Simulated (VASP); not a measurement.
## BN: relaxation of cell and atoms with PBE+rVV10

BN:

```
CELL_PARAMETERS angstrom
1.25112 0.72234 3.37293
-1.25112 0.72234 3.37293
0.00000 -1.44467 3.37293
ATOMIC_POSITIONS crystal
N 0.66724 0.66724 0.66724
B 0.00033 0.00033 0.00033
```

The cell is a database's computed one.

* Program: VASP 6.6.1
* Task: relaxation of cell and atoms
* Functional: PBE
* Dispersion: rVV10
* Potentials or basis: VASP PAW PBE potentials, release 64 (N, B)
* Cutoff: 600 eV
* k mesh: 12 × 12 × 12
* Occupations: fermi-dirac, width 0.05 eV
* Spin: no spin polarisation
* Further INCAR settings: ALGO = Normal; EDIFF = 1e-07; IBRION = 2; EDIFFG = -0.01; NSW = 40; ISIF = 3

- Relaxed volume: 9.21 Å³/atom
- Relaxed cell: a = 3.672 Å, b = 3.672 Å, c = 3.672 Å, α = 40.00°, β = 40.00°, γ = 40.00°
- Space group after relaxing (to 0.05 Å): R3m (No. 160)
- Energy gained by relaxing: 0.8 meV/atom
- Ionic steps: 3
- Pressure after relaxing: 0.0 GPa
- Band gap on the k mesh: 4.21 eV, indirect (least direct gap 4.65 eV)

Stress tensor (GPa, compression positive):
```
-0.02  0.00  0.00
 0.00 -0.02  0.00
 0.00  0.00  0.08
```

The path:
| step | energy change (eV) | largest force (eV/Å) | pressure (GPa) | volume (Å³) |
| --- | --- | --- | --- | --- |
| 1 | 0.0000 | 0.0029 | 2.67 | 18.29 |
| 2 | 0.0044 | 0.0024 | -4.82 | 18.69 |
| 3 | -0.0017 | 0.0011 | 0.01 | 18.43 |

Final structure:
```cif
data_structure
_symmetry_space_group_name_H-M 'P 1'
_symmetry_Int_Tables_number 1
_cell_length_a 3.6716
_cell_length_b 3.6716
_cell_length_c 3.6716
_cell_angle_alpha 40.001
_cell_angle_beta 40.001
_cell_angle_gamma 40.001
_cell_volume 18.43
loop_
_atom_site_label
_atom_site_type_symbol
_atom_site_fract_x
_atom_site_fract_y
_atom_site_fract_z
_atom_site_occupancy
N1 N 0.66723 0.66723 0.66723 1
B1 B 0.00033 0.00033 0.00033 1
```

Levels at points of the mesh, in eV from the valence-band top:
```tsv
k point	band 1	band 2	band 3	band 4	band 5	band 6	band 7	band 8
(0.00, 0.00, 0.00)	-17.71	-4.12	-1.29	-1.29	5.01	11.59	11.59	13.01
(0.50, 0.00, 0.00)	-14.55	-8.89	-4.05	-0.59	5.24	9.79	12.88	14.85
(0.50, 0.50, 0.00)	-14.48	-8.76	-4.10	-1.17	4.21	9.78	14.07	17.38
(0.50, 0.50, 0.50)	-17.45	-6.11	-1.31	-1.31	9.97	11.52	11.52	12.04
```

Wall time 2.6 min on 1 thread of Intel(R) Xeon(R) Platinum 8488C (Sapphire Rapids) (shared host), peak memory 0.28 GiB.

A k mesh can miss the band edges.
